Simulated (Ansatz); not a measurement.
## CaF$_{2}$ under pressure

Computed with DFT r2SCAN, scalar-relativistic, plane waves, PAW (Ansatz 0.2.0). Settings: 500 eV cutoff, 8×8×8 k-mesh, Gaussian smearing of 0.02 eV, no spin polarisation.

The relaxed crystal:

```
Ca F
1.0
     0.00000    2.71961    2.71961
     2.71961    0.00000    2.71961
     2.71961    2.71961    0.00000
Ca F
1 2
Direct
  0.00000 0.00000 0.00000
  0.75000 0.75000 0.75000
  0.25000 0.25000 0.25000
```

Cell and atoms are relaxed at each pressure within the symmetry of the start, at zero temperature, so transitions that lower the symmetry aren't seen. The k-mesh given is that at zero pressure and may differ at others. a, b and c are the lengths of the cell vectors above. Gaps are generalised Kohn–Sham gaps over the whole zone.

```tsv
P (GPa)	V (Å³/atom)	V/V0	a (Å)	b (Å)	c (Å)
-3	13.91	1.037	3.893	3.893	3.893
0	13.41	1.000	3.846	3.846	3.846
3	13.00	0.970	3.807	3.807	3.807
8	12.43	0.927	3.750	3.750	3.750
15	11.82	0.881	3.687	3.687	3.687
30	10.88	0.811	3.587	3.587	3.587
60	9.70	0.723	3.453	3.453	3.453
```

What bulk modulus and pressure derivative fit these points?

A third-order Birch–Murnaghan fit gives B0 = 90 GPa and B0' = 4.4.

What does pressure do to the gap?

The gaps are 7.82 eV at -3 GPa, 8.03 eV at 0 GPa, 8.22 eV at 3 GPa, 8.50 eV at 8 GPa, 8.83 eV at 15 GPa, 9.36 eV at 30 GPa, 9.65 eV at 60 GPa.